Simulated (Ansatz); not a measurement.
# Ta2N (P-3m1) in Ansatz: band structure with PBEsol

Aim: the band structure of Ta2N with PBEsol.

Program: Ansatz 0.2.0. These are calculated values, not measurements. Logs are shortened: lines on timing, memory, paths and dates and some standing lists are left out, and cuts for length are marked.

## Step 1: The structure

The structure is trigonal, space group P-3m1 (No. 164). Conventional cell: a = 3.113 Å, b = 3.113 Å, c = 4.870 Å, α = 90.00°, β = 90.00°, γ = 120.00°. Around Ta (site symmetry 3m) lie 3 N at 2.18 Å. N (site symmetry -3m) is surrounded by 6 Ta at 2.18 Å.

The cell comes from a database or a generator and needn't be the stable form of this composition.

## Step 2: Band structure, PBEsol

File input.yaml:

```yaml
crystal:
  lattice:
    - [3.112861506, 0.0, 0.0]
    - [-1.556430753, 2.6958171426, 0.0]
    - [0.0, 0.0, 4.869841]
  atoms:
    - { symbol: Ta, position: [0.3333333333, 0.6666666667, 0.254711] }
    - { symbol: Ta, position: [0.6666666667, 0.3333333333, 0.745289] }
    - { symbol: "N", position: [0.0, 0.0, 0.0] }
hamiltonian:
  xc: pbesol
  pseudopotentials: { kind: paw }
kpoints:
  mp_grid: { grid: [10, 10, 6] }
  band_path:
    path:
      - [[0.0, 0.0, 0.0], [0.5, 0.0, 0.0], [0.3333333333, 0.3333333333, 0.0], [0.0, 0.0, 0.0], [0.0, 0.0, 0.5], [0.5, 0.0, 0.5], [0.3333333333, 0.3333333333, 0.5], [0.0, 0.0, 0.5]]
      - [[0.5, 0.0, 0.5], [0.5, 0.0, 0.0]]
      - [[0.3333333333, 0.3333333333, 0.0], [0.3333333333, 0.3333333333, 0.5]]
    npoints: 14
scf:
  occupations: { method: fermi_dirac, width: 0.05 }
  n_extra_bands: 7
output:
  forces: true
  stress: true
  eigenvalues: true
  fatbands: true
```

Potentials or basis: Ansatz PAW.

Launch:

```
$ ansatz run input.yaml --threads 2 --pin off --max-ram 5632MiB --backend cpu --events-out ev --progress --plain --runs-dir out
```

The log of the run:

```text
Warning: RAYON_NUM_THREADS=2 ignored (pool sized by the plan → 2); use --threads N
scf.n_extra_bands = 7 over 16 filled bands (N_el = 31.0): the run solves 23 bands
Engine: ansatz 0.2.0, aarch64-unknown-linux-gnu
Pseudopotentials: kind: paw
Pseudopotential: Ta, paw, valence charge 13, recommended cutoff 420 eV (normal), Ta.paw.azcp
Pseudopotential: N, paw, valence charge 5, recommended cutoff 420 eV (normal), N.paw.azcp
Functional definition: PBEsol
  exchange = pbesol_x
  correlation = pbesol_c
Crystal: 3 atoms, lattice volume = 40.866 Å³
Basis set: ecut = 420 eV, 797 PW (Γ), exchange–correlation on 48×48×72 points (8 copies of the dense FFT grid, shifted against one another)
Bands: 23, of which v1, the nominal top of the filled ones, is band 16 counted from 1 (15 counted from 0)
Symmetry: 12 space group operations
Space group: P-3m1 (ITA 164), of the structure as read, at distance tolerance 3.4e-5 Å
k-points: 72 of 600
Non-local potential: Ta, projectors of the file, l = 0: 3, l = 1: 2, l = 2: 2, l = 3: 1
Non-local potential: N, projectors of the file, l = 0: 2, l = 1: 2, l = 2: 1
PAW form: soft (Blöchl's): semilocal exchange-correlation on the pseudo side does not see the compensation charge
PAW frozen core: Ta, regenerated for the run's functional, and the local potential with it (the file was generated under x = pbe(κ = 0.804, μ = 0.2195149727645171), c = pbe(β = 0.06672455060314922))
PAW frozen core: N, regenerated for the run's functional, and the local potential with it (the file was generated under x = pbe(κ = 0.804, μ = 0.2195149727645171), c = pbe(β = 0.06672455060314922))
PAW one-centre angular grid: Ta, 590 points (default); XC on 64 Gauss nodes
PAW one-centre angular grid: N, 110 points (default); XC on 64 Gauss nodes
Initial density: superposition of atomic densities (neutral atoms: chi_scale 0, normalization atom), corrected by the library's trained network
Initial wavefunctions: pseudopotential atomic-orbital guess
Functional: x = pbesol(κ = 0.804, μ = 0.12345679012345678), c = pbesol(β = 0.046)
SCF iter   1: F=—  HF=-19994.260093 eV  |F-HF|=—  |Δ(HF+E_count)|=         —  Δρ=1.04e-2  dr2=3.73e-2  ethr=1.77e-3  ⟨swp⟩=5.9  Hψ=7479  notcnv=0  defer=18
preconditioner: auto → Kerker (q_TF=auto, 2.605 Å⁻¹)  [metal: Δε(μ)=0.005 eV  Ē_g=9.472 eV  σ=0.050 eV  W_gap=0.03  n_scr=10 (ndim 8)  ℏωp=22.5 eV  f_vac=0.000  D(μ)=1.77/eV (n_scr^D=22)]
SCF iter   2: F=—  HF=-19994.253293 eV  |F-HF|=—  |Δ(HF+E_count)|=   6.80e-3  Δρ=5.28e-3  dr2=1.00e-2  ethr=1.20e-4  ⟨swp⟩=1.4  Hψ=2268  notcnv=0  defer=68
SCF iter   3: F=—  HF=-19994.250994 eV  |F-HF|=—  |Δ(HF+E_count)|=   2.30e-3  Δρ=8.60e-4  dr2=3.64e-4  ethr=3.24e-5  ⟨swp⟩=2.0  Hψ=2132  notcnv=0  defer=68
SCF iter   4: F=—  HF=-19994.250903 eV  |F-HF|=—  |Δ(HF+E_count)|=   9.09e-5  Δρ=1.15e-4  dr2=1.06e-5  ethr=1.17e-6  ⟨swp⟩=2.0  Hψ=1839  notcnv=0  defer=68
SCF iter   5: F=—  HF=-19994.250903 eV  |F-HF|=—  |Δ(HF+E_count)|=   4.34e-7  Δρ=3.03e-5  dr2=7.23e-7  ethr=3.41e-8  ⟨swp⟩=2.0  Hψ=2020  notcnv=0  defer=68
SCF iter   6: F=-19994.250903 eV  HF=-19994.250903 eV  |F-HF|=1.09e-8  |Δ(HF+E_count)|=   1.70e-7  Δρ=6.01e-6  dr2=1.63e-8  ethr=3.23e-10  ⟨swp⟩=9.0  Hψ=7124  notcnv=0
SCF 1 converged in 6 iterations: F = -19994.250903 eV  dr2 = 1.63e-8
NSCF: frozen V_eff on 129 k-points
SCF converged after 6 iterations
Free energy (F): -19994.250903 eV
Harris-Foulkes:  -19994.250903 eV  (|F-HF|=1.09e-8)
Internal energy: -19994.237224 eV  (E = F + TS)
E sigma→0 (E₀):  -19994.244063 eV
Entropy (-TS):   -0.013679 eV (-4.560 meV/atom)
Fermi energy:    19.412146 eV
--- Per-component energies (eV) ---
  E_band       = -184.735914
  E_kinetic    = 862.818549
  E_local      = -1253.847921  (includes V_loc(G=0)·N_el)
  E_nonlocal   = 78.798644
  E_hartree    = 430.753666
  E_xc         = -494.109154
  E_vxc        = -484.447586  (∫ρ·V_xc dr)
  E_paw        = -16667.412303  (= ΣΔE_a)
  E_vpaw       = -249.566256  (= ΣTr[D̂ρ^β])
  E_aug_tail   = 0.000386  (compensation charges beyond the density's cutoff)
  E_ewald      = -2951.694484
  E_core_change = 0.455392  (= ΣΔE_core)
  E_smearing   = -0.013679  (= −TS)
  E_closure    = -0.000000  (closes the sum)
  Σ components = -19994.250903   (vs F -19994.250903, Δ=0.00e0)
--- Forces (eV/Å), atoms counted from 1 ---
  atom   1  Ta    -0.00000000     0.00000000    -0.29730264
  atom   2  Ta    -0.00000000    -0.00000000     0.29730264
  atom   3  N      0.00000000     0.00000000     0.00000000
  max |Σ_I F_I| component: 7.40e-17 eV/Å
--- Stress (GPa, compression-positive) ---
       -9.374901      -0.000000       0.000000
        0.000000      -9.374901      -0.000000
        0.000000      -0.000000      -8.609863
  P = ⅓ Tr σ = -9.1199 GPa (-91.199 kbar)
--- Band table (eV; the first three rows and the last of 72) ---
  k-point 0: bands = ["-49.1338", "-49.0565", "-16.1738", "-15.4511", "-15.4511", "-15.3254", "-15.3254", "-15.2083", "2.0804", "11.0226", "13.3894", "13.3894", "14.4809", "18.7492", "19.1728", "19.1728", "19.6809", "19.6809", "19.7145", "20.5748", "20.5748", "24.3241", "26.1549"]
  k-point 1: bands = ["-49.1287", "-49.0617", "-16.1138", "-15.4430", "-15.4430", "-15.3335", "-15.3335", "-15.2775", "2.1357", "10.8476", "13.3424", "13.3424", "14.8325", "18.2633", "18.8763", "18.8763", "19.9458", "19.9458", "20.2340", "21.0618", "21.0618", "23.3792", "25.5370"]
  k-point 2: bands = ["-49.1147", "-49.0758", "-15.9475", "-15.4622", "-15.4211", "-15.4211", "-15.3555", "-15.3555", "2.2490", "10.5375", "13.2540", "13.2540", "15.6784", "17.5404", "18.4533", "18.4533", "20.8270", "20.8270", "20.8861", "21.7583", "21.7583", "21.9666", "24.1636"]
  k-point 71: bands = ["-49.0561", "-49.0554", "-15.9983", "-15.9808", "-15.8098", "-15.7736", "-15.3781", "-15.3767", "3.0064", "11.6451", "11.9538", "13.0322", "17.0057", "17.3974", "17.5186", "19.6320", "19.7899", "21.0690", "23.0577", "23.6660", "24.6748", "24.9197", "26.6198"]
```

Run time: 3.5 s. Hardware: 2 threads of Arm Neoverse V2, shared host; peak memory 0.34 GiB.

What came out:

| Property | Result |
| --- | --- |
| Free energy | -19994.2509 eV |
| Pressure | -9.1 GPa |
| Largest force | 0.297 eV/Å |
| Band gap on the k mesh | none (metal or under the smearing width) |

Forces on the atoms (eV/Å):
```
Ta   0.000  0.000 -0.297
Ta   0.000  0.000  0.297
N    0.000  0.000  0.000
```

Levels at the corners of the path, in eV from the Fermi level:
| point | band 12 | band 13 | band 14 | band 15 | band 16 | band 17 | band 18 | band 19 | band 20 | band 21 |
| --- | --- | --- | --- | --- | --- | --- | --- | --- | --- | --- |
| Γ | -6.02 | -4.93 | -0.66 | -0.24 | -0.24 | 0.27 | 0.27 | 0.30 | 1.16 | 1.16 |
| M | -6.34 | -4.53 | -2.60 | -1.35 | 1.77 | 1.89 | 3.70 | 3.98 | 4.21 | 4.24 |
| K | -6.19 | -3.34 | -2.70 | -2.70 | 1.27 | 1.27 | 2.94 | 3.44 | 3.44 | 3.75 |
| Γ | -6.02 | -4.93 | -0.66 | -0.24 | -0.24 | 0.27 | 0.27 | 0.30 | 1.16 | 1.16 |
| A | -6.20 | -2.85 | -2.62 | -1.12 | -1.12 | 1.79 | 1.89 | 2.28 | 2.28 | 2.63 |
| L | -6.07 | -3.28 | -2.14 | -2.10 | -0.25 | 0.72 | 3.28 | 3.51 | 4.00 | 4.41 |
| H | -6.35 | -2.43 | -1.90 | -1.90 | 0.62 | 0.77 | 0.77 | 3.98 | 3.98 | 5.48 |
| A | -6.20 | -2.85 | -2.62 | -1.12 | -1.12 | 1.79 | 1.89 | 2.28 | 2.28 | 2.63 |
| L | -6.07 | -3.28 | -2.14 | -2.10 | -0.25 | 0.72 | 3.28 | 3.51 | 4.00 | 4.41 |
| M | -6.34 | -4.53 | -2.60 | -1.35 | 1.77 | 1.89 | 3.70 | 3.98 | 4.21 | 4.24 |
| K | -6.19 | -3.34 | -2.70 | -2.70 | 1.27 | 1.27 | 2.94 | 3.44 | 3.44 | 3.75 |
| H | -6.35 | -2.43 | -1.90 | -1.90 | 0.62 | 0.77 | 0.77 | 3.98 | 3.98 | 5.48 |

Caveat: spin-orbit coupling is left out, which moves the levels of the heavy elements; the PAW data sets come from PBE, with cores solved anew for the run's functional, which leaves a small shift of forces and pressure.

## Step 3: The reference run

An earlier run on the cell as given: functional PBEsol; potentials or basis Ansatz PAW; cutoff 420 eV (not typed: the program's choice for these potentials); k mesh 10 × 10 × 6; occupations fermi-dirac, width 0.05 eV; no spin polarisation.

* Pressure: -9.1 GPa
* Largest force: 0.297 eV/Å
* Band gap on the k mesh: none (metal or under the smearing width)
